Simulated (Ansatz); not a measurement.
# C3H6O: the cost of one run

Computed with Ansatz 0.2.0 (the levels named in each step, unless a step's input says otherwise).

### 1 The structure to begin with

Bond lengths: C1–C2 1.522 Å, C2–C3 1.501 Å, C3–O4 1.197 Å, C1–H5 1.087 Å, C1–H6 1.090 Å, C1–H7 1.084 Å, C2–H8 1.090 Å, C2–H9 1.097 Å, C3–H10 1.110 Å. Angles (14 of 15 angles, heavy atoms first): C1–C2–C3 112.7°, C2–C3–O4 125.9°, C1–C2–H8 111.1°, C1–C2–H9 110.9°, C3–C2–H8 107.8°, C3–C2–H9 107.2°, C2–C1–H5 110.7°, C2–C1–H6 110.1°, C2–C1–H7 110.1°, C2–C3–H10 113.1°, O4–C3–H10 121.0°, H8–C2–H9 106.8°, H5–C1–H6 108.9°, H5–C1–H7 108.9°.

Structure file:

```xyz
10

C    -1.5301    0.2766   -0.2849
C    -0.4538   -0.7954   -0.3791
C     0.8828   -0.3192    0.1093
O     1.1263    0.7720    0.5382
H    -2.4812   -0.1009   -0.6508
H    -1.2455    1.1464   -0.8759
H    -1.6506    0.5952    0.7444
H    -0.7255   -1.6775    0.2009
H    -0.3211   -1.1271   -1.4167
H     1.6726   -1.0963    0.0417
```

### 2 A rough first relaxation, PBE-D4/def2-SVP

This run stands in another session on the same molecule. It ended at:

```xyz
10

C    -1.5426    0.2824   -0.2875
C    -0.4552   -0.7822   -0.3795
C     0.9011   -0.3284    0.1110
O     1.1471    0.7801    0.5426
H    -2.5124   -0.1011   -0.6596
H    -1.2707    1.1776   -0.8808
H    -1.6790    0.6186    0.7592
H    -0.7142   -1.7016    0.1962
H    -0.3121   -1.1506   -1.4225
H     1.7119   -1.1209    0.0481
```

### 3 Relaxation, r2SCAN-D4/def2-TZVPP

Input file input.yaml:

```yaml
crystal:
  periodic: [false, false, false]
  atoms:
    - { symbol: C, position_ang: [-1.54255276, 0.28241643, -0.28749357] }
    - { symbol: C, position_ang: [-0.45515355, -0.78220391, -0.37951117] }
    - { symbol: C, position_ang: [0.90108038, -0.32842919, 0.11098398] }
    - { symbol: O, position_ang: [1.14709267, 0.78010585, 0.54260708] }
    - { symbol: H, position_ang: [-2.5123928, -0.10113286, -0.65959439] }
    - { symbol: H, position_ang: [-1.27074438, 1.17758819, -0.88078945] }
    - { symbol: H, position_ang: [-1.67898133, 0.61862221, 0.75921559] }
    - { symbol: H, position_ang: [-0.71421318, -1.70161229, 0.19615495] }
    - { symbol: H, position_ang: [-0.31208128, -1.15058991, -1.42249727] }
    - { symbol: H, position_ang: [1.71186624, -1.12091452, 0.04806425] }
basis:
  gaussian: { orbitals: def2-TZVPP }
hamiltonian:
  xc: r2scan
  dispersion: d4
relax:
  f_tol: 0.002
  max_steps: 150
```

Launch:

```bash
$ ansatz run input.yaml --threads 4 --pin off --max-ram 10240MiB --backend cpu --events-out ev --progress --plain --runs-dir out
```

What time and memory should one allow on 4 threads of Arm Neoverse V2, shared host?

About 21 s, with a peak of 0.38 GiB.
